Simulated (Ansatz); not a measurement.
# InAs: the cost of one run

Method: DFT PBE, scalar-relativistic, plane waves, PAW, in Ansatz 0.2.0.

The COD entry's cell or inner coordinates are ideal or old and differ from later refinements, so a difference from it is no clean test against experiment.

### Step 1. The structure to begin with

The structure is cubic, space group F-43m (No. 216). The conventional cell has a = 6.036 Å, b = 6.036 Å, c = 6.036 Å, α = 90.00°, β = 90.00°, γ = 90.00°. In (site symmetry -43m) is surrounded by 4 As at 2.61 Å. As (site symmetry -43m) has 4 In at 2.61 Å as nearest neighbours.

Structure file:

```
In As
1.0
     0.00000    9.05400    9.05400
     9.05400    0.00000    9.05400
     9.05400    9.05400    0.00000
In As
27 27
Direct
  0.00000 0.00000 0.00000
  0.00000 0.00000 0.33333
  0.00000 0.00000 0.66667
  0.00000 0.33333 0.00000
  0.00000 0.33333 0.33333
  0.00000 0.33333 0.66667
  0.00000 0.66667 0.00000
  0.00000 0.66667 0.33333
  0.00000 0.66667 0.66667
  0.33333 0.00000 0.00000
  0.33333 0.00000 0.33333
  0.33333 0.00000 0.66667
  0.33333 0.33333 0.00000
  0.33333 0.33333 0.33333
  0.33333 0.33333 0.66667
  0.33333 0.66667 0.00000
  0.33333 0.66667 0.33333
  0.33333 0.66667 0.66667
  0.66667 0.00000 0.00000
  0.66667 0.00000 0.33333
  0.66667 0.00000 0.66667
  0.66667 0.33333 0.00000
  0.66667 0.33333 0.33333
  0.66667 0.33333 0.66667
  0.66667 0.66667 0.00000
  0.66667 0.66667 0.33333
  0.66667 0.66667 0.66667
  0.08333 0.08333 0.08333
  0.08333 0.08333 0.41667
  0.08333 0.08333 0.75000
  0.08333 0.41667 0.08333
  0.08333 0.41667 0.41667
  0.08333 0.41667 0.75000
  0.08333 0.75000 0.08333
  0.08333 0.75000 0.41667
  0.08333 0.75000 0.75000
  0.41667 0.08333 0.08333
  0.41667 0.08333 0.41667
  0.41667 0.08333 0.75000
  0.41667 0.41667 0.08333
  0.41667 0.41667 0.41667
  0.41667 0.41667 0.75000
  0.41667 0.75000 0.08333
  0.41667 0.75000 0.41667
  0.41667 0.75000 0.75000
  0.75000 0.08333 0.08333
  0.75000 0.08333 0.41667
  0.75000 0.08333 0.75000
  0.75000 0.41667 0.08333
  0.75000 0.41667 0.41667
  0.75000 0.41667 0.75000
  0.75000 0.75000 0.08333
  0.75000 0.75000 0.41667
  0.75000 0.75000 0.75000
```

The runs take a perfect supercell of 54 atoms; the defect goes to fractional position (0.000, 0.000, 0.000).

### Step 2. The perfect supercell

File input.yaml:

```yaml
crystal:
  lattice:
    - [0.0, 9.054, 9.054]
    - [9.054, 0.0, 9.054]
    - [9.054, 9.054, 0.0]
  atoms:
    - { symbol: In, position: [0.0, 0.0, 0.0] }
    - { symbol: In, position: [0.0, 0.0, 0.333333] }
    - { symbol: In, position: [0.0, 0.0, 0.666667] }
    - { symbol: In, position: [0.0, 0.333333, 0.0] }
    - { symbol: In, position: [0.0, 0.333333, 0.333333] }
    - { symbol: In, position: [0.0, 0.333333, 0.666667] }
    - { symbol: In, position: [0.0, 0.666667, 0.0] }
    - { symbol: In, position: [0.0, 0.666667, 0.333333] }
    - { symbol: In, position: [0.0, 0.666667, 0.666667] }
    - { symbol: In, position: [0.333333, 0.0, 0.0] }
    - { symbol: In, position: [0.333333, 0.0, 0.333333] }
    - { symbol: In, position: [0.333333, 0.0, 0.666667] }
    - { symbol: In, position: [0.333333, 0.333333, 0.0] }
    - { symbol: In, position: [0.333333, 0.333333, 0.333333] }
    - { symbol: In, position: [0.333333, 0.333333, 0.666667] }
    - { symbol: In, position: [0.333333, 0.666667, 0.0] }
    - { symbol: In, position: [0.333333, 0.666667, 0.333333] }
    - { symbol: In, position: [0.333333, 0.666667, 0.666667] }
    - { symbol: In, position: [0.666667, 0.0, 0.0] }
    - { symbol: In, position: [0.666667, 0.0, 0.333333] }
    - { symbol: In, position: [0.666667, 0.0, 0.666667] }
    - { symbol: In, position: [0.666667, 0.333333, 0.0] }
    - { symbol: In, position: [0.666667, 0.333333, 0.333333] }
    - { symbol: In, position: [0.666667, 0.333333, 0.666667] }
    - { symbol: In, position: [0.666667, 0.666667, 0.0] }
    - { symbol: In, position: [0.666667, 0.666667, 0.333333] }
    - { symbol: In, position: [0.666667, 0.666667, 0.666667] }
    - { symbol: As, position: [0.083333, 0.083333, 0.083333] }
    - { symbol: As, position: [0.083333, 0.083333, 0.416667] }
    - { symbol: As, position: [0.083333, 0.083333, 0.75] }
    - { symbol: As, position: [0.083333, 0.416667, 0.083333] }
    - { symbol: As, position: [0.083333, 0.416667, 0.416667] }
    - { symbol: As, position: [0.083333, 0.416667, 0.75] }
    - { symbol: As, position: [0.083333, 0.75, 0.083333] }
    - { symbol: As, position: [0.083333, 0.75, 0.416667] }
    - { symbol: As, position: [0.083333, 0.75, 0.75] }
    - { symbol: As, position: [0.416667, 0.083333, 0.083333] }
    - { symbol: As, position: [0.416667, 0.083333, 0.416667] }
    - { symbol: As, position: [0.416667, 0.083333, 0.75] }
    - { symbol: As, position: [0.416667, 0.416667, 0.083333] }
    - { symbol: As, position: [0.416667, 0.416667, 0.416667] }
    - { symbol: As, position: [0.416667, 0.416667, 0.75] }
    - { symbol: As, position: [0.416667, 0.75, 0.083333] }
    - { symbol: As, position: [0.416667, 0.75, 0.416667] }
    - { symbol: As, position: [0.416667, 0.75, 0.75] }
    - { symbol: As, position: [0.75, 0.083333, 0.083333] }
    - { symbol: As, position: [0.75, 0.083333, 0.416667] }
    - { symbol: As, position: [0.75, 0.083333, 0.75] }
    - { symbol: As, position: [0.75, 0.416667, 0.083333] }
    - { symbol: As, position: [0.75, 0.416667, 0.416667] }
    - { symbol: As, position: [0.75, 0.416667, 0.75] }
    - { symbol: As, position: [0.75, 0.75, 0.083333] }
    - { symbol: As, position: [0.75, 0.75, 0.416667] }
    - { symbol: As, position: [0.75, 0.75, 0.75] }
basis:
  ecutwfc: 420
  fft_grid_basis: typed
kpoints:
  mp_grid: { grid: [1, 1, 1] }
hamiltonian:
  xc: pbe
  pseudopotentials: { kind: paw }
scf:
  occupations: { method: gaussian, width: 0.05 }
output:
  forces: true
  stress: false
  eigenvalues: true
  bader: false
  write_density: true
  volumetric_format: npy
```

Run with:

```console
$ ansatz run input.yaml --threads 8 --pin off --max-ram 16384MiB --backend cpu --events-out ev --progress --plain --runs-dir out
```

**Question.** How long does this run take on 8 threads of Arm Neoverse N1, shared host, and how much memory does it need?

About 18 s, with a peak of 2.2 GiB.
